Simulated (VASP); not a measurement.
TiSe2: band structure with PBE

TiSe2:

```
Ti Se
1.0
     3.48353    0.00000    0.00000
    -1.74177    3.01683    0.00000
     0.00000    0.00000    5.85705
Ti Se
1 2
Direct
  0.00000 0.00000 0.00000
  0.33333 0.66667 0.26520
  0.66667 0.33333 0.73480
```

* Program: VASP 6.6.1
* Task: band structure
* Functional: PBE
* Potentials or basis: VASP PAW PBE potentials, release 64 (Ti_sv, Se)
* Cutoff: 520 eV
* k mesh: 12 × 12 × 6
* Occupations: methfessel-paxton, width 0.1 eV
* Spin: no spin polarisation
* Further INCAR settings: ALGO = Fast; EDIFF = 1e-07; NBANDS = 19

| Quantity | Value |
| --- | --- |
| Pressure | 3.6 GPa |
| Largest force | 0.011 eV/Å |
| Band gap along the path | none (metal or under the smearing width) |

Forces on the atoms (eV/Å):
```
Ti   0.000  0.000  0.000
Se   0.000  0.000 -0.011
Se   0.000  0.000  0.011
```

Stress tensor (GPa, compression positive):
```
3.54 0.00 0.00
0.00 3.54 0.00
0.00 0.00 3.67
```

Levels at the corners of the path, in eV from the Fermi level:
```csv
point,band 8,band 9,band 10,band 11,band 12,band 13,band 14,band 15,band 16,band 17
Γ,-2.25,-2.25,0.38,0.51,0.51,0.58,0.61,0.61,3.29,3.29
M,-3.86,-2.94,-2.86,-2.24,-1.42,0.05,1.47,1.89,3.22,3.79
M,-3.86,-2.94,-2.86,-2.24,-1.42,0.05,1.47,1.89,3.22,3.79
K,-4.12,-4.12,-2.68,-2.68,-2.40,1.24,1.75,1.75,2.61,2.61
K,-4.12,-4.12,-2.68,-2.68,-2.40,1.24,1.75,1.75,2.61,2.61
Γ,-2.25,-2.25,0.38,0.51,0.51,0.58,0.61,0.61,3.29,3.29
Γ,-2.25,-2.25,0.38,0.51,0.51,0.58,0.61,0.61,3.29,3.29
A,-2.89,-2.16,-2.16,0.29,0.29,0.49,0.49,1.28,3.75,3.75
A,-2.89,-2.16,-2.16,0.29,0.29,0.49,0.49,1.28,3.75,3.75
L,-4.86,-2.82,-2.55,-1.11,-0.85,-0.25,1.47,1.86,3.05,4.05
L,-4.86,-2.82,-2.55,-1.11,-0.85,-0.25,1.47,1.86,3.05,4.05
H,-4.48,-3.82,-3.41,-2.10,-2.10,1.25,1.26,1.26,3.61,3.61
H,-4.48,-3.82,-3.41,-2.10,-2.10,1.25,1.26,1.26,3.61,3.61
A,-2.89,-2.16,-2.16,0.29,0.29,0.49,0.49,1.28,3.75,3.75
L,-4.86,-2.82,-2.55,-1.11,-0.85,-0.25,1.47,1.86,3.05,4.05
M,-3.86,-2.94,-2.86,-2.24,-1.42,0.05,1.47,1.89,3.22,3.79
K,-4.12,-4.12,-2.68,-2.68,-2.40,1.24,1.75,1.75,2.61,2.61
H,-4.48,-3.82,-3.41,-2.10,-2.10,1.25,1.26,1.26,3.61,3.61
```

It took 4.7 min on 1 thread of Intel(R) Xeon(R) Platinum 8488C (Sapphire Rapids) (shared host), peak memory 0.33 GiB.
